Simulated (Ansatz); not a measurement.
# C₃H₈S: a ladder of functionals and wavefunction methods

An exercise on one series of results from a longer session: the logs are not shown, and one member is left open.

Computed with Ansatz 0.2.0, Gaussian basis. Level: functionals in def2-TZVPP, the program's frozen cores in correlated methods.

Levels to be run: PBE-D4, r2SCAN-D4, PBE0-D4, B3LYP-D4, ωB97X-V, ωB97M-V, B2PLYP; CCSD(T)/def2-TZVPP; MP2/def2-QZVPP; extrapolation to the limit.

**The relaxed structure**

The geometry comes from an earlier relaxation with PBE0-D4 in a triple-zeta def2 set; it is a stationary point, not always the lowest conformer.

SMILES `CCCS`, 12 atoms, charge 0, spin multiplicity 1.

Atoms are counted from 1 here; the program's logs count them from 0.

Bond lengths: C1–C2 1.517 Å, C1–H5 1.094 Å, C1–H6 1.092 Å, C1–H7 1.092 Å, C2–C3 1.519 Å, C2–H8 1.097 Å, C2–H9 1.094 Å, C3–S4 1.814 Å, C3–H10 1.093 Å, C3–H11 1.093 Å, S4–H12 1.342 Å. Angles: C2–C1–H5 111.2°, C2–C1–H6 111.2°, C2–C1–H7 111.1°, H5–C1–H6 108.0°, H5–C1–H7 107.7°, H6–C1–H7 107.4°, C1–C2–C3 113.9°, C1–C2–H8 109.5°, C1–C2–H9 109.9°, C3–C2–H8 107.6°, C3–C2–H9 109.0°, H8–C2–H9 106.7°, C2–C3–S4 115.3°, C2–C3–H10 110.3°, C2–C3–H11 111.2°, S4–C3–H10 103.9°, S4–C3–H11 108.8°, H10–C3–H11 106.9° and more.

The first run:

in.yaml reads:

```yaml
crystal:
  periodic: [false, false, false]
  atoms:
    - {symbol: C, position_ang: [-1.283269, -0.379151, -0.272832]}
    - {symbol: C, position_ang: [0.045240, -0.724767, 0.373636]}
    - {symbol: C, position_ang: [1.180568, 0.206582, -0.015676]}
    - {symbol: S, position_ang: [1.010684, 1.918530, 0.559913]}
    - {symbol: H, position_ang: [-1.199555, -0.359789, -1.363727]}
    - {symbol: H, position_ang: [-1.640729, 0.599259, 0.056289]}
    - {symbol: H, position_ang: [-2.049468, -1.111973, -0.012083]}
    - {symbol: H, position_ang: [0.337551, -1.742037, 0.086689]}
    - {symbol: H, position_ang: [-0.058938, -0.723323, 1.462845]}
    - {symbol: H, position_ang: [2.117606, -0.129215, 0.434618]}
    - {symbol: H, position_ang: [1.332403, 0.212797, -1.097780]}
    - {symbol: H, position_ang: [0.025606, 2.287888, -0.272494]}
basis:
  gaussian: {orbitals: def2-TZVPP}
hamiltonian: {xc: pbe, dispersion: d4}
output: {forces: true, orbitals: {seedname: orbitals}}
```

Among the steps run: PBE-D4 (GGA); r2SCAN-D4 (meta-GGA); PBE0-D4 (hybrid); B3LYP-D4 (hybrid); ωB97X-V (range-separated); ωB97M-V (range-separated); B2PLYP (double hybrid); CCSD(T) in def2-TZVPP; MP2 in def2-QZVPP.

One table of the session follows, with a row left open; its other results are not shown here.

It belongs to the step «Atomisation energies». 

```
            method  atomisation energy (kcal/mol)
            PBE-D4                         1081.5
         r2SCAN-D4                              ?
           PBE0-D4                         1070.2
          B3LYP-D4                         1064.5
           ωB97X-V                         1066.9
           ωB97M-V                         1068.5
            B2PLYP                         1053.0
     HF/def2-TZVPP                          798.0
    MP2/def2-TZVPP                         1048.0
   CCSD/def2-TZVPP                         1028.4
CCSD(T)/def2-TZVPP                         1041.0
           MP2/CBS                         1071.6
       CCSD(T)/CBS                         1064.7
```

Q: Estimate the row for r2SCAN-D4 from the others.

The run gave: atomisation energy (kcal/mol): 1066.4. In the column «atomisation energy (kcal/mol)» it lies between CCSD(T)/CBS (1064.7) and ωB97X-V (1066.9).
